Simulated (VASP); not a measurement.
**SiO2 (rutile): gaps by functional in VASP**

```cif
data_structure
_symmetry_space_group_name_H-M 'P 1'
_symmetry_Int_Tables_number 1
_cell_length_a 4.1852
_cell_length_b 4.1852
_cell_length_c 2.6688
_cell_angle_alpha 90.000
_cell_angle_beta 90.000
_cell_angle_gamma 90.000
_cell_volume 46.75
loop_
_atom_site_label
_atom_site_type_symbol
_atom_site_fract_x
_atom_site_fract_y
_atom_site_fract_z
_atom_site_occupancy
Si1 Si 0.00000 0.00000 0.00000 1
Si2 Si 0.50000 0.50000 0.50000 1
O1 O 0.30610 0.30610 0.00000 1
O2 O 0.19390 0.80610 0.50000 1
O3 O 0.80610 0.19390 0.50000 1
O4 O 0.69390 0.69390 0.00000 1
```

All runs share this cell. Band v is the last that the valence electrons fill when counted band by band, and c is the next. A negative gap between them is a band overlap, as in a metal.

```
 level  gap (eV)  least direct gap (eV)  pressure (GPa)
   PBE      5.54                   5.54             9.8
r²SCAN      6.51                   6.51             0.4
   LDA      5.54                   5.54            -4.1
PBEsol      5.51                   5.51             3.4
```
